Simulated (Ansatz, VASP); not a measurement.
**Two plane-wave programs on TiO2**

The input POSCAR:

```
TiO2
1.0
   -1.8994484773      1.8994484773      4.8498387184
    1.8994484773     -1.8994484773      4.8498387184
    1.8994484773      1.8994484773     -4.8498387184
Ti O
2 4
Direct
    0.0000000000      0.0000000000      0.0000000000
    0.7500000000      0.2500000000      0.5000000000
    0.9564669609      0.4564669609      0.5000000000
    0.2064669609      0.2064669609      0.0000000000
    0.5435330391      0.0435330391      0.5000000000
    0.7935330391      0.7935330391      0.0000000000
```

Contents of INCAR.step1:

```
SYSTEM = TiO2
PREC = Accurate
ENCUT = 520
ISMEAR = 0
SIGMA = 0.02
LREAL = .FALSE.
LASPH = .TRUE.
NELM = 100
NBANDS = 33
GGA = PE
ALGO = Normal
EDIFF = 1E-4
LWAVE = .TRUE.
LCHARG = .FALSE.
```

The input INCAR.step2:

```
SYSTEM = TiO2
PREC = Accurate
ENCUT = 520
EDIFF = 1E-6
ISMEAR = 0
SIGMA = 0.02
LREAL = .FALSE.
LASPH = .TRUE.
NELM = 100
ALGO = Normal
ISIF = 2
LWAVE = .FALSE.
LCHARG = .FALSE.
METAGGA = R2SCAN
LMIXTAU = .TRUE.
NBANDS = 33
ISTART = 1
```

The input KPOINTS:

```
regular mesh
0
G
  10 10 10
  0 0 0
```

Input for Ansatz:

```yaml
crystal:
  lattice:
    - [-1.8994484773, 1.8994484773, 4.8498387184]
    - [1.8994484773, -1.8994484773, 4.8498387184]
    - [1.8994484773, 1.8994484773, -4.8498387184]
  atoms:
    - { symbol: Ti, position: [0.0, 0.0, 0.0] }
    - { symbol: Ti, position: [0.75, 0.25, 0.5] }
    - { symbol: O, position: [0.9564669609, 0.4564669609, 0.5] }
    - { symbol: O, position: [0.2064669609, 0.2064669609, 0.0] }
    - { symbol: O, position: [0.5435330391, 0.0435330391, 0.5] }
    - { symbol: O, position: [0.7935330391, 0.7935330391, 0.0] }
basis:
  ecutwfc: 500
kpoints:
  mp_grid: { grid: [10, 10, 10] }
  band_path:
    path:
      - [[0.0, 0.0, 0.0], [0.0, 0.0, 0.5], [0.25, 0.25, 0.25], [0.0, 0.5, 0.0], [0.0, 0.0, 0.0], [0.5, 0.5, -0.5], [0.2883478, 0.7116522, -0.2883478]]
      - [[-0.2883478, 0.2883478, 0.2883478], [0.0, 0.0, 0.0]]
      - [[0.0, 0.0, 0.5], [-0.0766956, 0.0766956, 0.5]]
      - [[0.5, 0.5, -0.0766956], [0.5, 0.5, -0.5]]
    npoints: 10
hamiltonian:
  xc: r2scan
scf:
  occupations: { method: gaussian, width: 0.02 }
  n_extra_bands: 9
output:
  forces: true
  stress: true
  eigenvalues: true
```

Alike in both runs: task single point; functional r2SCAN; k mesh 10 × 10 × 10; occupations gaussian, width 0.02 eV; no spin polarisation.

```csv
,VASP,Ansatz
version,VASP 6.6.1,Ansatz 0.2.0
potentials or method,"VASP PAW PBE potentials, release 64 (Ti_sv, O)","scalar-relativistic, plane waves, PAW"
plane-wave cutoff (eV),520,500
valence electrons in the cell,48,48
```

Ansatz gave:

| Quantity | Value |
| --- | --- |
| gap on the k mesh at the Fermi level (eV) | 2.51 |
| least direct gap on the mesh (eV) | 2.82 |
| pressure (GPa) | -4.7 |
| largest component of the traceless stress (GPa) | 0.32 |
| rms of the force components (eV/Å) | 0.041 |

Task: Estimate VASP's values.

Result: gap on the k mesh at the Fermi level (eV): 2.53; least direct gap on the mesh (eV): 2.84; pressure (GPa): -3.5; largest component of the traceless stress (GPa): 0.47; rms of the force components (eV/Å): 0.028.

Atom by atom the forces differ by 0.013 eV/Å (rms over components).

Caveats: the PAW data sets were made with another functional, which shifts forces and pressure a little (VASP). A k mesh can miss the band edges. r2SCAN opens gaps a little over a GGA but as a rule still falls short of measured ones.
